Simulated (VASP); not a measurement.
# SnO₂ in VASP 6.6.1, single-point calculation

INCAR

```
ENCUT = 520
ISMEAR = -1
SIGMA = 0.02
NSW = 0
LREAL = .TRUE.
LWAVE = .FALSE.
EDIFF = 1E-7
PREC = Accurate
ISIF = 2
NBANDS = 20
LASPH = .TRUE.
METAGGA = RTPSS
NELM = 94
MAXMIX = 40
IBRION = -1
ALGO = Normal
LCHARG = .FALSE.
```

KPOINTS

```
KPOINTS created by Atomic Simulation Environment
0
Gamma
8 8 8
0 0 0
```

POSCAR

```
Sn O
 1.0000000000000000
     0.0000000000000000    2.5595616801999999    2.5595616801999999
     2.5595616801999999    0.0000000000000000    2.5595616801999999
     2.5595616801999999    2.5595616801999999    0.0000000000000000
 Sn  O
   1   2
Cartesian
  0.0000000000000000  0.0000000000000000  0.0000000000000000
  1.2797808400999999  1.2797808400999999  1.2797808400999999
  3.8393425202999998  3.8393425202999998  3.8393425202999998
```

The recommended PBE PAW datasets give the neutral cell 26 valence electrons.

Command

```
mpirun -np 1 vasp_std
```

Q: Predict the outcome of this run.

A: It converged. Results: gap between bands v and c on the k mesh 0.01 eV; least direct gap on the k mesh 1.36 eV; pressure -40.7 GPa. Band v is the last that the valence electrons fill when counted band by band, and c is the next.

OSZICAR

```
N       E                     dE             d eps       ncg     rms          rms(c)
DAV:   1     0.278628391414E+03    0.27863E+03   -0.13925E+04  1264   0.208E+03
DAV:   2     0.449196051312E+02   -0.23371E+03   -0.22165E+03  1196   0.504E+02
DAV:   3     0.195550756104E+02   -0.25365E+02   -0.25015E+02  1364   0.144E+02
DAV:   4     0.189463961094E+02   -0.60868E+00   -0.60795E+00  1292   0.233E+01
DAV:   5     0.189401394519E+02   -0.62567E-02   -0.62561E-02  1372   0.248E+00    0.145E+01
DAV:   6    -0.833324469511E+01   -0.27273E+02   -0.17214E+02  1176   0.138E+02    0.148E+01
DAV:   7    -0.503799135776E+01    0.32953E+01   -0.36306E+00  1324   0.252E+01    0.104E+01
DAV:   8    -0.308002277919E+01    0.19580E+01   -0.13230E+01  1756   0.540E+01    0.238E+00
DAV:   9    -0.321833343430E+01   -0.13831E+00   -0.10774E+00  1212   0.819E+00    0.215E+00
DAV:  10    -0.321371493495E+01    0.46185E-02   -0.12606E-02  1376   0.963E-01    0.214E+00
...
DAV:  17    -0.318448446509E+01    0.64314E-03   -0.82900E-04  1264   0.245E-01    0.195E-01
DAV:  18    -0.318439782344E+01    0.86642E-04   -0.37873E-04  1316   0.147E-01    0.114E-01
DAV:  19    -0.318440813957E+01   -0.10316E-04   -0.48076E-05  1528   0.506E-02    0.866E-02
DAV:  20    -0.318437643090E+01    0.31709E-04   -0.94422E-05  1424   0.725E-02    0.409E-02
DAV:  21    -0.318437539179E+01    0.10391E-05   -0.31960E-05  1488   0.405E-02    0.178E-02
DAV:  22    -0.318437590413E+01   -0.51233E-06   -0.36364E-06  1480   0.131E-02    0.996E-03
DAV:  23    -0.318437603297E+01   -0.12884E-06   -0.45141E-07  1264   0.478E-03    0.618E-03
DAV:  24    -0.318437629787E+01   -0.26490E-06   -0.45811E-08   976   0.216E-03    0.353E-03
DAV:  25    -0.318437637540E+01   -0.77532E-07   -0.45465E-09   688   0.700E-04
   1 F= -.31843764E+01 E0= -.31842362E+01  d E =-.280416E-03
```

For comparison, a separate r²SCAN run of the intended cell, on usual settings and not on those above, gives a gap of 0.54 eV on its mesh and a pressure of -5.3 GPa.
